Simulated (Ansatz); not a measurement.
**Tungsten, omega (AlB2-type) under PBEsol: structure, energy and stiffness, part 1 of 2**

The plan for tungsten in the omega (AlB2-type) structure: relax it, solve it on a dense k-mesh, then scale the cell to 7 volumes from 88 to 112 % of the relaxed one and try a fit of the equation of state. Spin polarisation is left out. The k-meshes are 8×8×11 for the relaxation; 10×10×16 for the dense run; 9×9×14 for the volumes.

Computed with Ansatz 0.2.0 (DFT PBEsol, plane waves (420 eV) with PAW, scalar-relativistic; the PAW data stem from PBE, with regenerated cores, unless a step says otherwise).

### Step 1. The system as given

Symmetry: P6/mmm, No. 191, hexagonal system. The conventional cell has a = 4.474 Å, b = 4.474 Å, c = 2.743 Å, α = 90.00°, β = 90.00°, γ = 120.00°. W (site symmetry 6/mmm) has 14 W at 2.74 to 2.92 Å as nearest neighbours. W (site symmetry -6m2) is surrounded by 11 W at 2.58 to 2.92 Å.

Structure file:

```xyz
3
Lattice="4.4740 0.0000 0.0000 -2.2370 3.8746 0.0000 0.0000 0.0000 2.7426" Properties=species:S:1:pos:R:3 pbc="T T T"
W     0.0000    0.0000    0.0000
W     0.0000    2.5831    1.3713
W     2.2370    1.2915    1.3713
```

### Step 2. Geometry optimisation

input.yaml

```yaml
crystal:
  lattice:
    - [4.4740055658, 0.0, 0.0]
    - [-2.2370027829, 3.8746024767, 0.0]
    - [0.0, 0.0, 2.7425654118]
  atoms:
    - { symbol: W, position: [0.0, 0.0, 0.0] }
    - { symbol: W, position: [0.3333333333, 0.6666666667, 0.5] }
    - { symbol: W, position: [0.6666666667, 0.3333333333, 0.5] }
hamiltonian:
  xc: pbesol
  pseudopotentials:
    kind: paw
    azcp:
      W: "pseudopotentials/W.paw.azcp"
basis:
  ecutwfc: 420
  fft_grid_basis: typed
kpoints:
  mp_grid: { grid: [8, 8, 11], shift: [0, 0, 0] }
magnetization:
  spin_polarized: false
scf:
  occupations: { method: fermi_dirac, width: 0.1 }
relax:
  max_steps: 60
  f_tol: 0.01
  cell: {}
output:
  write_density: true
  write_potential: true
  elf: true
  volumetric_format: npy
```

The log of the run:

```text
Warning: <dir> the record states the generating functional pbe (its physics header spells it `PBE`), which answers neither for hamiltonian.xc's functional nor for the pbesol family's — results may be inconsistent (PPs are generated against a specific XC)
Warning: RAYON_NUM_THREADS=2 ignored (pool sized by the plan → 2); use --threads N
Engine: ansatz 0.2.0, x86_64-unknown-linux-gnu
Pseudopotentials: kind: paw
Pseudopotential: W, paw, valence charge 14, recommended cutoff 420 eV (normal), <dir>
Functional definition: PBEsol
  exchange = pbesol_x
  correlation = pbesol_c
Crystal: 3 atoms, lattice volume = 47.542 Å³
Basis set: ecut = 420 eV, 939 PW (Γ), exchange–correlation on 60×60×40 points (8 copies of the dense FFT grid, shifted against one another)
Bands: 26, of which v1, the nominal top of the filled ones, is band 21 counted from 1 (20 counted from 0)
Symmetry: 24 space group operations
Space group: P6/mmm (ITA 191), of the structure as read, at distance tolerance 3.6e-5 Å
k-points: 60 of 704
Non-local potential: W, projectors of the file, l = 0: 3, l = 1: 2, l = 2: 2, l = 3: 1
PAW form: soft (Blöchl's): semilocal exchange-correlation on the pseudo side does not see the compensation charge
PAW frozen core: W, regenerated for the run's functional, and the local potential with it (the file was generated under x = pbe(κ = 0.804, μ = 0.2195149727645171), c = pbe(β = 0.06672455060314922))
PAW one-centre angular grid: W, 590 points (default); XC on 64 Gauss nodes
Initial density: superposition of atomic densities (neutral atoms: chi_scale 0, normalization atom), corrected by the library's trained network
Initial wavefunctions: pseudopotential atomic-orbital guess
Functional: x = pbesol(κ = 0.804, μ = 0.12345679012345678), c = pbesol(β = 0.046)
SCF iter   1: F=—  HF=-30767.686300 eV  |F-HF|=—  |Δ(HF+E_count)|=         —  Δρ=1.11e-2  dr2=5.14e-2  ethr=1.77e-3  ⟨swp⟩=5.0  Hψ=6617  notcnv=0
preconditioner: auto → none  [metal: Δε(μ)=0.011 eV  Ē_g=5.006 eV  σ=0.100 eV  W_gap=0.03  n_scr=8 (ndim 8)  ℏωp=22.8 eV  f_vac=0.000  D(μ)=5.23/eV (n_scr^D=68)  sad-step TF]
SCF iter   2: F=—  HF=-30767.679603 eV  |F-HF|=—  |Δ(HF+E_count)|=   6.70e-3  Δρ=6.69e-3  dr2=2.18e-2  ethr=1.22e-4  ⟨swp⟩=1.0  Hψ=2040  notcnv=0
SCF iter   3: F=—  HF=-30767.675578 eV  |F-HF|=—  |Δ(HF+E_count)|=   4.03e-3  Δρ=7.82e-4  dr2=3.91e-4  ethr=5.20e-5  ⟨swp⟩=2.1  Hψ=1955  notcnv=0
SCF iter   4: F=—  HF=-30767.675449 eV  |F-HF|=—  |Δ(HF+E_count)|=   1.28e-4  Δρ=2.95e-4  dr2=2.78e-5  ethr=9.31e-7  ⟨swp⟩=2.2  Hψ=2385  notcnv=0
SCF iter   5: F=—  HF=-30767.675438 eV  |F-HF|=—  |Δ(HF+E_count)|=   1.13e-5  Δρ=6.43e-5  dr2=1.77e-6  ethr=6.61e-8  ⟨swp⟩=2.5  Hψ=2634  notcnv=0
SCF iter   6: F=-30767.675438 eV  HF=-30767.675438 eV  |F-HF|=1.34e-9  |Δ(HF+E_count)|=   1.23e-7  Δρ=1.01e-5  dr2=1.72e-8  ethr=2.38e-10  ⟨swp⟩=7.1  Hψ=10443  notcnv=0
SCF 1 converged in 6 iterations: F = -30767.675438 eV  dr2 = 1.72e-8
relax step   1: F+E_penalty+E_count = -30767.67543800 eV  Δ(F+E_penalty+E_count) = +0.000e0 eV  max|allowed force component| = 7.401e-17 eV/Å  Δτ_max = 0.0000 Å  P = +4.534 GPa  Ω = 47.542 Å³  (6 SCF iters, dr2 threshold 1.00e-7 eV, accepted)
Crystal: 3 atoms, lattice volume = 48.647 Å³
Initial density: handed on by an earlier stage of this run
Initial wavefunctions: those handed on with the density
iter 1 solved again at ethr=1.47e-4 eV; its pass at ethr=3.10e-3 eV (dr2=6.19e-2 eV) is discarded
SCF iter   1: F=—  HF=-30768.100959 eV  |F-HF|=—  |Δ(HF+E_count)|=         —  Δρ=1.14e-2  dr2=6.22e-2  ethr=1.47e-4  ⟨swp⟩=1.0  Hψ=9660  notcnv=0
preconditioner: auto → none  [metal: Δε(μ)=0.006 eV  Ē_g=5.021 eV  σ=0.100 eV  W_gap=0.02  n_scr=8 (ndim 8)  ℏωp=22.6 eV  f_vac=0.000  D(μ)=4.14/eV (n_scr^D=44)]
SCF iter   2: F=—  HF=-30768.080735 eV  |F-HF|=—  |Δ(HF+E_count)|=   2.02e-2  Δρ=3.42e-3  dr2=2.76e-3  ethr=1.47e-4  ⟨swp⟩=2.4  Hψ=2196  notcnv=0
SCF iter   3: F=—  HF=-30768.080000 eV  |F-HF|=—  |Δ(HF+E_count)|=   7.36e-4  Δρ=9.58e-4  dr2=1.44e-4  ethr=6.57e-6  ⟨swp⟩=2.3  Hψ=2234  notcnv=0
SCF iter   4: F=—  HF=-30768.079994 eV  |F-HF|=—  |Δ(HF+E_count)|=   6.08e-6  Δρ=1.41e-4  dr2=7.57e-6  ethr=3.42e-7  ⟨swp⟩=2.4  Hψ=2444  notcnv=0
iter 5 did not close the SCF: its close was put off for the readings that it lacked (scf_convergence_deferred on its scf_iter line)
SCF iter   5: F=-30768.079991 eV  HF=-30768.079991 eV  |F-HF|=2.84e-9  |Δ(HF+E_count)|=   2.10e-6  Δρ=2.50e-5  dr2=1.09e-7  ethr=1.80e-8  ⟨swp⟩=2.2  Hψ=2378  notcnv=0
SCF iter   6: F=-30768.079991 eV  HF=-30768.079991 eV  |F-HF|=8.08e-10  |Δ(HF+E_count)|=   2.20e-8  Δρ=4.78e-6  dr2=3.05e-9  ethr=2.60e-10  ⟨swp⟩=6.1  Hψ=9222  notcnv=0
SCF 2 converged in 6 iterations: F = -30768.079991 eV  dr2 = 3.05e-9
relax step   2: F+E_penalty+E_count = -30768.07999146 eV  Δ(F+E_penalty+E_count) = -4.046e-1 eV  max|allowed force component| = 8.635e-17 eV/Å  Δτ_max = 0.0000 Å  P = -2.850 GPa  Ω = 48.647 Å³  energy of the carried Pulay correction = -4.239e-4 eV  (6 SCF iters, dr2 threshold 3.00e-7 eV, accepted)
Crystal: 3 atoms, lattice volume = 47.719 Å³
Basis set: ecut = 420 eV, 915 PW (Γ), exchange–correlation on 60×60×40 points (8 copies of the dense FFT grid, shifted against one another)
iter 1 solved again at ethr=8.59e-6 eV; its pass at ethr=3.10e-3 eV (dr2=3.61e-3 eV) is discarded
SCF iter   1: F=—  HF=-30768.077516 eV  |F-HF|=—  |Δ(HF+E_count)|=         —  Δρ=2.94e-3  dr2=3.76e-3  ethr=8.59e-6  ⟨swp⟩=1.4  Hψ=9030  notcnv=0
preconditioner: auto → none  [metal: Δε(μ)=0.023 eV  Ē_g=5.155 eV  σ=0.100 eV  W_gap=0.06  n_scr=8 (ndim 8)  ℏωp=22.8 eV  f_vac=0.000  D(μ)=3.91/eV (n_scr^D=44)]
SCF iter   2: F=—  HF=-30768.076209 eV  |F-HF|=—  |Δ(HF+E_count)|=   1.31e-3  Δρ=8.56e-4  dr2=2.10e-4  ethr=8.59e-6  ⟨swp⟩=2.5  Hψ=2280  notcnv=0
SCF iter   3: F=—  HF=-30768.076190 eV  |F-HF|=—  |Δ(HF+E_count)|=   1.89e-5  Δρ=2.33e-4  dr2=7.63e-6  ethr=4.99e-7  ⟨swp⟩=2.4  Hψ=2204  notcnv=0
iter 4 did not close the SCF: its close was put off for the readings that it lacked (scf_convergence_deferred on its scf_iter line)
SCF iter   4: F=-30768.076193 eV  HF=-30768.076193 eV  |F-HF|=5.46e-8  |Δ(HF+E_count)|=   3.03e-6  Δρ=3.22e-5  dr2=2.49e-7  ethr=1.82e-8  ⟨swp⟩=2.4  Hψ=2769  notcnv=0
iter 5 did not close the SCF: its close was put off for the readings that it lacked (scf_convergence_deferred on its scf_iter line)
SCF iter   5: F=-30768.076193 eV  HF=-30768.076193 eV  |F-HF|=3.35e-9  |Δ(HF+E_count)|=   3.01e-8  Δρ=6.45e-6  dr2=1.01e-8  ethr=5.92e-10  ⟨swp⟩=2.1  Hψ=2319  notcnv=0
SCF iter   6: F=-30768.076193 eV  HF=-30768.076193 eV  |F-HF|=2.18e-11  |Δ(HF+E_count)|=  4.84e-10  Δρ=1.37e-6  dr2=2.88e-10  ethr=2.42e-11  ⟨swp⟩=5.7  Hψ=8488  notcnv=0
SCF 3 converged in 6 iterations: F = -30768.076193 eV  dr2 = 2.88e-10
relax step   3: F+E_penalty+E_count = -30768.07619349 eV  Δ(F+E_penalty+E_count) = +3.798e-3 eV  max|allowed force component| = 2.220e-16 eV/Å  Δτ_max = 0.0000 Å  P = +3.306 GPa  Ω = 47.719 Å³  energy of the carried Pulay correction = -9.844e-5 eV  (6 SCF iters, dr2 threshold 3.00e-7 eV, rejected (line search))
Crystal: 3 atoms, lattice volume = 48.209 Å³
iter 1 solved again at ethr=3.34e-6 eV; its pass at ethr=3.10e-3 eV (dr2=1.40e-3 eV) is discarded
SCF iter   1: F=—  HF=-30768.090156 eV  |F-HF|=—  |Δ(HF+E_count)|=         —  Δρ=1.71e-3  dr2=1.31e-3  ethr=3.34e-6  ⟨swp⟩=2.3  Hψ=8842  notcnv=0
preconditioner: auto → none  [metal: Δε(μ)=0.009 eV  Ē_g=5.077 eV  σ=0.100 eV  W_gap=0.02  n_scr=8 (ndim 8)  ℏωp=22.7 eV  f_vac=0.000  D(μ)=4.05/eV (n_scr^D=44)]
SCF iter   2: F=—  HF=-30768.089700 eV  |F-HF|=—  |Δ(HF+E_count)|=   4.56e-4  Δρ=5.00e-4  dr2=7.52e-5  ethr=3.13e-6  ⟨swp⟩=2.5  Hψ=2280  notcnv=0
SCF iter   3: F=—  HF=-30768.089696 eV  |F-HF|=—  |Δ(HF+E_count)|=   3.27e-6  Δρ=1.35e-4  dr2=2.62e-6  ethr=1.79e-7  ⟨swp⟩=2.3  Hψ=2170  notcnv=0
SCF iter   4: F=—  HF=-30768.089698 eV  |F-HF|=—  |Δ(HF+E_count)|=   1.81e-6  Δρ=2.10e-5  dr2=1.07e-7  ethr=6.24e-9  ⟨swp⟩=2.4  Hψ=2798  notcnv=0
SCF iter   5: F=—  HF=-30768.089698 eV  |F-HF|=—  |Δ(HF+E_count)|=   1.14e-8  Δρ=4.23e-6  dr2=4.37e-9  ethr=2.54e-10  ⟨swp⟩=2.2  Hψ=2308  notcnv=0
SCF iter   6: F=—  HF=-30768.089698 eV  |F-HF|=—  |Δ(HF+E_count)|=  3.64e-11  Δρ=8.81e-7  dr2=1.10e-10  ethr=1.04e-11  ⟨swp⟩=2.3  Hψ=2438  notcnv=0
SCF iter   7: F=-30768.089698 eV  HF=-30768.089698 eV  |F-HF|=0.00e0  |Δ(HF+E_count)|=    0.00e0  Δρ=5.99e-8  dr2=1.28e-12  ethr=1.00e-12  ⟨swp⟩=5.9  Hψ=6480  notcnv=0
SCF 4 converged in 7 iterations: F = -30768.089698 eV  dr2 = 1.28e-12
relax step   4: F+E_penalty+E_count = -30768.08969817 eV  Δ(F+E_penalty+E_count) = -9.707e-3 eV  max|allowed force component| = 1.110e-16 eV/Å  Δτ_max = 0.0000 Å  P = -0.091 GPa  Ω = 48.209 Å³  energy of the carried Pulay correction = -2.709e-4 eV  (7 SCF iters, accepted)
Crystal: 3 atoms, lattice volume = 48.200 Å³
iter 1 solved again at ethr=2.42e-9 eV; its pass at ethr=3.10e-3 eV (dr2=1.02e-6 eV) is discarded
SCF iter   1: F=—  HF=-30768.089722 eV  |F-HF|=—  |Δ(HF+E_count)|=         —  Δρ=8.76e-5  dr2=3.47e-6  ethr=2.42e-9  ⟨swp⟩=3.0  Hψ=8400  notcnv=0
eigensolver tolerance schedule calibrated: the retry pair's looser diagonalisation under-reported the residual by θ = 0.71 (0.12/decade); ethr = c·dr2/N_el runs at the constant in force after the calibration composes with the one it found (an armed cap, an earlier calibration), c = 7.5e-2
preconditioner: auto → none  [metal: Δε(μ)=0.002 eV  Ē_g=5.079 eV  σ=0.100 eV  W_gap=0.01  n_scr=8 (ndim 8)  ℏωp=22.7 eV  f_vac=0.000  D(μ)=4.05/eV (n_scr^D=44)]
iter 2 did not close the SCF: its close was put off for the readings that it lacked (scf_convergence_deferred on its scf_iter line)
SCF iter   2: F=-30768.089728 eV  HF=-30768.089728 eV  |F-HF|=6.66e-8  |Δ(HF+E_count)|=   6.19e-6  Δρ=2.40e-5  dr2=1.61e-7  ethr=2.42e-9  ⟨swp⟩=2.2  Hψ=2678  notcnv=0
iter 3 did not close the SCF: its close was put off for the readings that it lacked (scf_convergence_deferred on its scf_iter line)
SCF iter   3: F=-30768.089728 eV  HF=-30768.089728 eV  |F-HF|=4.58e-10  |Δ(HF+E_count)|=   3.12e-8  Δρ=6.70e-6  dr2=6.30e-9  ethr=2.86e-10  ⟨swp⟩=2.2  Hψ=2113  notcnv=0
iter 4 did not close the SCF: its close was put off for the readings that it lacked (scf_convergence_deferred on its scf_iter line)
SCF iter   4: F=-30768.089728 eV  HF=-30768.089728 eV  |F-HF|=9.46e-11  |Δ(HF+E_count)|=   1.36e-9  Δρ=1.09e-6  dr2=2.93e-10  ethr=1.12e-11  ⟨swp⟩=2.6  Hψ=2705  notcnv=0
iter 5 did not close the SCF: its close was put off for the readings that it lacked (scf_convergence_deferred on its scf_iter line)
SCF iter   5: F=-30768.089728 eV  HF=-30768.089728 eV  |F-HF|=3.64e-12  |Δ(HF+E_count)|=  7.28e-12  Δρ=2.19e-7  dr2=9.43e-12  ethr=1.00e-12  ⟨swp⟩=2.4  Hψ=2376  notcnv=0
SCF iter   6: F=-30768.089728 eV  HF=-30768.089728 eV  |F-HF|=3.64e-12  |Δ(HF+E_count)|=  7.28e-12  Δρ=4.15e-8  dr2=2.35e-13  ethr=1.00e-12  ⟨swp⟩=4.1  Hψ=6430  notcnv=0
SCF 5 converged in 6 iterations: F = -30768.089728 eV  dr2 = 2.35e-13
relax step   5: F+E_penalty+E_count = -30768.08972841 eV  Δ(F+E_penalty+E_count) = -3.024e-5 eV  max|allowed force component| = 8.018e-17 eV/Å  Δτ_max = 0.0000 Å  P = -0.018 GPa  Ω = 48.200 Å³  energy of the carried Pulay correction = -2.677e-4 eV  (6 SCF iters, dr2 threshold 2.69e-7 eV, accepted)
Basis set: ecut = 420 eV, 915 PW (Γ), exchange–correlation on 64×64×36 points (8 copies of the dense FFT grid, shifted against one another)
Initial wavefunctions: pseudopotential atomic-orbital guess (no wavefunctions were taken with the density)
iter 1 solved again at ethr=1.38e-8 eV; its pass at ethr=3.10e-3 eV (dr2=5.80e-6 eV) is discarded
SCF iter   1: F=—  HF=-30768.090137 eV  |F-HF|=—  |Δ(HF+E_count)|=         —  Δρ=2.45e-4  dr2=1.86e-6  ethr=1.38e-8  ⟨swp⟩=3.6  Hψ=10926  notcnv=0
preconditioner: auto → none  [metal: Δε(μ)=0.005 eV  Ē_g=5.080 eV  σ=0.100 eV  W_gap=0.01  n_scr=8 (ndim 8)  ℏωp=22.7 eV  f_vac=0.000  D(μ)=4.05/eV (n_scr^D=44)]
SCF iter   2: F=—  HF=-30768.090113 eV  |F-HF|=—  |Δ(HF+E_count)|=   2.46e-5  Δρ=1.21e-4  dr2=4.19e-7  ethr=4.43e-9  ⟨swp⟩=1.0  Hψ=1560  notcnv=0
SCF iter   3: F=—  HF=-30768.090114 eV  |F-HF|=—  |Δ(HF+E_count)|=   8.92e-7  Δρ=6.20e-6  dr2=4.76e-9  ethr=9.98e-10  ⟨swp⟩=2.2  Hψ=2366  notcnv=0
SCF iter   4: F=—  HF=-30768.090114 eV  |F-HF|=—  |Δ(HF+E_count)|=   1.44e-9  Δρ=1.30e-6  dr2=1.63e-10  ethr=1.13e-11  ⟨swp⟩=2.8  Hψ=2791  notcnv=0
iter 5 did not close the SCF: its close was put off for the readings that it lacked (scf_convergence_deferred on its scf_iter line)
SCF iter   5: F=-30768.090114 eV  HF=-30768.090114 eV  |F-HF|=1.46e-11  |Δ(HF+E_count)|=  6.91e-11  Δρ=2.05e-7  dr2=1.78e-11  ethr=1.00e-12  ⟨swp⟩=1.1  Hψ=1608  notcnv=0
SCF iter   6: F=-30768.090114 eV  HF=-30768.090114 eV  |F-HF|=3.64e-12  |Δ(HF+E_count)|=  3.64e-12  Δρ=3.78e-8  dr2=1.33e-13  ethr=1.00e-12  ⟨swp⟩=4.7  Hψ=6607  notcnv=0
SCF 6 converged in 6 iterations: F = -30768.090114 eV  dr2 = 1.33e-13
relax step   6: F+E_penalty+E_count = -30768.09011369 eV  Δ(F+E_penalty+E_count) = -3.853e-4 eV  max|allowed force component| = 3.701e-17 eV/Å  Δτ_max = 0.0000 Å  P = -0.020 GPa  Ω = 48.200 Å³  stress off target by 2.24e-2 GPa  SCF on the basis re-selected at this cell (its energy is not comparable with the rows above)  (6 SCF iters)
basis re-selected at this cell: Δ(F+E_penalty+E_count) = -3.853e-4 eV, ΔP = -0.001 GPa vs the last step (what re-selecting the basis moved, of the pressure what is left beyond the Pulay correction that the steps carried, after the strain that the cell walked since its last selection, with what the two solves' SCF thresholds leave and, on support functions, any second-order correction that the steps lacked; it is no measure of the basis error at this ecutwfc). The dense FFT grid was sized anew with the basis: this SCF ran on 32×32×18 points, the steps before it on 30×30×20, so part of this shift can come from that change (see relax.cell in the input reference). This SCF's stress stands 2.24e-2 GPa from its target on what of the cell is left free (relax.cell.stress_tol is 5.00e-2 GPa) and its largest allowed force component is 3.70e-17 eV/Å (relax.f_tol is 1.00e-2 eV/Å): within both
SCF converged after 6 iterations
Free energy (F): -30768.090114 eV
Harris-Foulkes:  -30768.090114 eV  (|F-HF|=3.64e-12)
Internal energy: -30767.964132 eV  (E = F + TS)
E sigma→0 (E₀):  -30768.027123 eV
Entropy (-TS):   -0.125982 eV (-41.994 meV/atom)
Fermi energy:    21.886747 eV
--- Per-component energies (eV) ---
  E_band       = -261.757179
  E_kinetic    = 1351.696720
  E_local      = -1859.053992  (includes V_loc(G=0)·N_el)
  E_nonlocal   = 11.734226
  E_hartree    = 665.552216
  E_xc         = -795.114383
  E_vxc        = -715.255018  (∫ρ·V_xc dr)
  E_paw        = -25308.785881  (= ΣΔE_a)
  E_vpaw       = -381.983366  (= ΣTr[D̂ρ^β])
  E_aug_tail   = -0.000183  (compensation charges beyond the density's cutoff)
  E_ewald      = -4834.658231
  E_core_change = 0.665377  (= ΣΔE_core)
  E_smearing   = -0.125982  (= −TS)
  E_closure    = 0.000000  (closes the sum)
  Σ components = -30768.090114   (vs F -30768.090114, Δ=0.00e0)
--- Forces (eV/Å), atoms counted from 1 ---
  atom   1  W      0.00000000     0.00000000     0.00000000
  atom   2  W      0.00000000     0.00000000     0.00000000
  atom   3  W      0.00000000    -0.00000000     0.00000000
  max |Σ_I F_I| component: 5.55e-17 eV/Å
--- Stress (GPa, compression-positive) ---
       -0.022354       0.000000       0.000000
        0.000000      -0.022354       0.000000
        0.000000       0.000000      -0.014402
  P = ⅓ Tr σ = -0.0197 GPa (-0.197 kbar)
--- Band table (eV; the first three rows and the last of 60) ---
  k-point 0: bands = ["-51.9681", "-51.8113", "-51.7055", "-16.4393", "-16.4393", "-16.3561", "-16.3561", "-15.5578", "-15.5578", "-15.5328", "-15.3300", "-15.2572", "12.5660", "16.6350", "18.3831", "19.3594", "19.3594", "19.3952", "19.3952", "19.5597", "21.5592", "21.5592", "24.0865", "24.0865", "24.1302", "24.1302"]
  k-point 1: bands = ["-51.9577", "-51.8025", "-51.6961", "-16.4239", "-16.4239", "-16.3337", "-16.3337", "-15.6560", "-15.5547", "-15.5547", "-15.4636", "-15.3797", "12.8663", "17.0801", "18.9392", "19.1639", "19.1639", "19.2674", "19.2674", "19.9678", "21.5712", "21.5712", "23.7379", "23.7379", "24.0651", "24.0651"]
  k-point 2: bands = ["-51.9295", "-51.7791", "-51.6708", "-16.3825", "-16.3825", "-16.2720", "-16.2720", "-15.9767", "-15.8125", "-15.6997", "-15.5478", "-15.5478", "13.6842", "18.2475", "18.5894", "18.5894", "18.8895", "18.8895", "20.5400", "21.1998", "21.6416", "21.6416", "22.9092", "22.9092", "24.0829", "24.0829"]
  k-point 59: bands = ["-51.8365", "-51.6543", "-51.6384", "-16.9945", "-16.8393", "-16.7860", "-16.2430", "-16.0320", "-15.9951", "-15.9393", "-15.8321", "-15.4601", "16.0678", "17.3377", "17.9177", "18.2656", "18.7847", "19.3373", "20.1813", "20.8837", "21.6319", "21.7885", "22.7934", "24.6629", "25.5024", "26.4618"]
--- Relaxed structure (5 steps of the walk, 4 accepted, 1 SCFs on fresh bases) ---
  F+E_penalty+E_count = -30768.09011369 eV   max|allowed force component| = 3.701e-17 eV/Å   (the final SCF, on the basis selected at the relaxed cell)
  cell:  # Å, volume = 48.1999 Å³
    - [4.641593868733087, 2.4776438795696124e-36, 0.0]
    - [-2.3207969343665433, 4.0197382043729455, 0.0]
    - [0.0, 0.0, 2.5833353253554248]
  atoms:
    - { symbol: W, position: [-2.3915059211995078e-36, -4.8287154832685994e-51, 0.0] }
    - { symbol: W, position: [0.3333333333333333, 0.6666666666666666, 0.4999999999999999] }
    - { symbol: W, position: [0.6666666666666666, 0.3333333333333333, 0.4999999999999999] }
```

Run time: 12 s. Hardware: 2 threads of Intel Xeon Platinum 8488C (Sapphire Rapids), shared host; peak memory 0.42 GiB.

The steps of the relaxation:

| step | energy change (meV/atom) | largest force (eV/Å) | pressure (GPa) | volume (Å³/atom) | accepted |
| --- | --- | --- | --- | --- | --- |
| 1 | 0.00 | 0.0000 | 4.53 | 15.847 | yes |
| 2 | -134.85 | 0.0000 | -2.85 | 16.216 | yes |
| 3 | -133.59 | 0.0000 | 3.31 | 15.906 | no |
| 4 | -138.09 | 0.0000 | -0.09 | 16.070 | yes |
| 5 | -138.10 | 0.0000 | -0.02 | 16.067 | yes |
| 6 | -138.23 | 0.0000 | -0.02 | 16.067 | yes |

Steps that repeat a cell are solved on a basis chosen anew, so their changes of energy are no gain of the relaxation.

Changes in the cell that was computed:

|  | before | after | change |
| --- | --- | --- | --- |
| a (Å) | 4.474 | 4.642 | +3.7 % |
| b (Å) | 4.474 | 4.642 | +3.7 % |
| c (Å) | 2.743 | 2.583 | -5.8 % |
| volume (Å³/atom) | 15.847 | 16.067 | +1.4 % |
| shortest distance (Å) | 2.583 | 2.583 | +0.0 % |
| space group (spins left aside) | P6/mmm | P6/mmm | same |

(Continued in part 2 of 2.)
